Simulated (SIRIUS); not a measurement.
Runs of SIRIUS 7.12.0 on Au. The structure is cubic, space group Fm-3m (No. 225). Conventional cell: a = 4.070 Å, b = 4.070 Å, c = 4.070 Å, α = 90.00°, β = 90.00°, γ = 90.00°. Au (site symmetry m-3m) has 12 Au at 2.88 Å as nearest neighbours. 

```csv
task,level,potentials or basis,cutoff (eV),smearing,muffin tin radii,basis cutoff (gk_cutoff),valence relativity,local orbitals (radial functions),smallest sphere radius times basis cutoff,V0 of scaled cells (Å³/atom),B0 (GPa)
equation of state,WC,"all-electron FP-LAPW, apw+lo standard",168,fermi-dirac 0.05 eV,Au 2.62 bohr,3.51 1/bohr,iora,Au 17,9.2,(a),176
equation of state,PBE+D4,"all-electron FP-LAPW, apw+lo standard",168,fermi-dirac 0.05 eV,Au 2.62 bohr,3.51 1/bohr,iora,-,-,17.30,167
equation of state,PBEsol,"all-electron FP-LAPW, apw+lo standard",168,fermi-dirac 0.05 eV,Au 2.62 bohr,3.51 1/bohr,iora,Au 17,9.2,17.00,178
equation of state,LDA,"all-electron FP-LAPW, apw+lo standard",168,fermi-dirac 0.05 eV,Au 2.62 bohr,3.51 1/bohr,iora,Au 17,9.2,16.57,194
equation of state,AM05,"all-electron FP-LAPW, apw+lo standard",168,fermi-dirac 0.05 eV,Au 2.62 bohr,3.51 1/bohr,iora,Au 17,9.2,16.93,(c)
equation of state,PBE+D3(BJ),"all-electron FP-LAPW, apw+lo standard",168,fermi-dirac 0.05 eV,Au 2.62 bohr,3.51 1/bohr,iora,-,-,(b),167
```

Alike in all rows: no spin polarisation; cell as given; k mesh 11 × 11 × 11.

Problem. Estimate the missing entries.

Solution. (a) 17.14; (b) 17.24; (c) 175.

Not every run made on this cell is shown here.
